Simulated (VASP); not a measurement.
**BaTiO3: band structure with PBE0**

Crystal: BaTiO3.

```
Ba Ti O
1.0
     3.99654    0.00000    0.00000
     0.00000    3.99654    0.00000
     0.00000    0.00000    4.21949
Ba Ti O
1 1 3
Direct
  0.50000 0.50000 0.58977
  0.00000 0.00000 0.10867
  0.00000 0.50000 0.06122
  0.50000 0.00000 0.06122
  0.00000 0.00000 0.53912
```

The cell is a database's computed one.

```
Program                            : VASP 6.6.1
Task                               : band structure
Functional                         : PBE0
Potentials or basis                : VASP PAW PBE potentials, release 64 (Ba_sv, Ti_sv, O)
Cutoff                             : 450 eV
k mesh                             : 6 × 6 × 6
Occupations                        : gaussian, width 0.02 eV
Spin                               : no spin polarisation
Grid for exact exchange (PRECFOCK) : Fast
Exchange at q = 0                  : truncated
Further INCAR settings             : ALGO = Normal; EDIFF = 1e-06; NBANDS = 28
```

| Quantity | Value |
| --- | --- |
| Largest force | 0.508 eV/Å |
| Band gap on the k mesh | 3.96 eV, indirect (least direct gap 4.51 eV) |
| Band gap along the path | 3.95 eV, indirect (least direct gap 4.51 eV) |

Forces in eV/Å, atoms in the order of the input:
```
Ba   0.000  0.000  0.013
Ti   0.000  0.000  0.369
O    0.000  0.000  0.063
O    0.000  0.000  0.063
O    0.000  0.000 -0.508
```

Levels at the corners of the path, in eV from the valence-band top:
```
point  band 16  band 17  band 18  band 19  band 20  band 21  band 22  band 23  band 24  band 25
    Γ    -1.84    -1.40    -0.99    -0.56    -0.56     3.95     4.60     4.60     6.11     6.32
    X    -2.10    -2.09    -1.80    -1.68    -1.45     4.70     5.76     5.85     6.17     7.71
    X    -2.10    -2.09    -1.80    -1.68    -1.45     4.70     5.76     5.85     6.17     7.71
    M    -3.18    -2.28    -1.24    -1.24    -0.06     5.90     5.90     6.17     6.35     9.82
    M    -3.18    -2.28    -1.24    -1.24    -0.06     5.90     5.90     6.17     6.35     9.82
    Γ    -1.84    -1.40    -0.99    -0.56    -0.56     3.95     4.60     4.60     6.11     6.32
    Γ    -1.84    -1.40    -0.99    -0.56    -0.56     3.95     4.60     4.60     6.11     6.32
    Z    -2.31    -2.25    -2.06    -0.77    -0.77     4.09     5.74     5.74     6.11     8.11
    Z    -2.31    -2.25    -2.06    -0.77    -0.77     4.09     5.74     5.74     6.11     8.11
    R    -2.77    -2.07    -1.26    -1.18    -0.55     5.76     5.82     6.08     6.96     9.46
    R    -2.77    -2.07    -1.26    -1.18    -0.55     5.76     5.82     6.08     6.96     9.46
    A    -2.80    -2.80    -0.48    -0.48     0.00     6.34     6.34     6.52     8.21     8.63
    A    -2.80    -2.80    -0.48    -0.48     0.00     6.34     6.34     6.52     8.21     8.63
    Z    -2.31    -2.25    -2.06    -0.77    -0.77     4.09     5.74     5.74     6.11     8.11
    X    -2.10    -2.09    -1.80    -1.68    -1.45     4.70     5.76     5.85     6.17     7.71
    R    -2.77    -2.07    -1.26    -1.18    -0.55     5.76     5.82     6.08     6.96     9.46
    M    -3.18    -2.28    -1.24    -1.24    -0.06     5.90     5.90     6.17     6.35     9.82
    A    -2.80    -2.80    -0.48    -0.48     0.00     6.34     6.34     6.52     8.21     8.63
```

Run time: 90 min on 4 MPI ranks on Intel(R) Xeon(R) Platinum 8488C (Sapphire Rapids), on a shared host, peak memory 0.37 GiB a rank.

Caveat: the PAW data sets were made with another functional, which shifts forces and pressure a little; spin-orbit coupling is left out, which moves the levels of the heavy elements.
